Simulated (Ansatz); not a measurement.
# CuO (Tenorite) under changes of volume

One of the cells (10.135 Å³/atom); the others are scaled copies at fixed shape and fractional positions:

```xyz
4
Lattice="2.3418 -1.7113 0.0000 2.3418 1.7113 0.0000 -0.8500 0.0000 5.0579" Properties=species:S:1:pos:R:3 pbc="T T T"
Cu    0.7459   -0.8557    2.5289
Cu    1.1709    0.8557    0.0000
O     1.7043    0.2793    3.7934
O     2.1293   -0.2793    1.2645
```

| Quantity | Value |
| --- | --- |
| Program | Ansatz 0.2.0 |
| Functional | PBE |
| Potentials or basis | Ansatz PAW |
| Cutoff | 420 eV (not typed: the program's choice for these potentials) |
| k mesh | 10 × 10 × 5 |
| Occupations | fermi-dirac, width 0.05 eV |
| Spin | no spin polarisation |

| volume (Å³/atom) | energy over the lowest point (meV/atom) | pressure (GPa) | largest force (eV/Å) |
| --- | --- | --- | --- |
| 9.527 | 51.17 | 19.1 | 0.050 |
| 9.730 | ? | ? | ? |
| 9.932 | 15.23 | 9.7 | 0.198 |
| 10.135 | 5.56 | 5.7 | 0.263 |
| 10.338 | 0.64 | 2.2 | 0.322 |
| 10.540 | 0.00 | -1.0 | 0.377 |
| 10.743 | 3.17 | -3.9 | 0.427 |

**Question.** What does the run at 9.730 Å³/atom give?

**Answer.** Energy over the lowest point 30.22 meV/atom; pressure 14.1 GPa; largest force 0.127 eV/Å.

Worked out: A Birch-Murnaghan fit of order 3 (a polynomial in V^(-2/3)) to the other rows has its minimum at 10.47 Å³/atom with B0 = V·E''(V) = 161 GPa and B' = 4.8 at fixed shape and positions, which overstates the stiffness. It gives 30.18 meV/atom at 9.730 Å³/atom, against the run's 30.22, and -dE/dV = 14.1 GPa, against 14.1.

Energies are extrapolated to zero smearing.

Caveats: the run has no spin polarisation, though such a crystal can be magnetic.
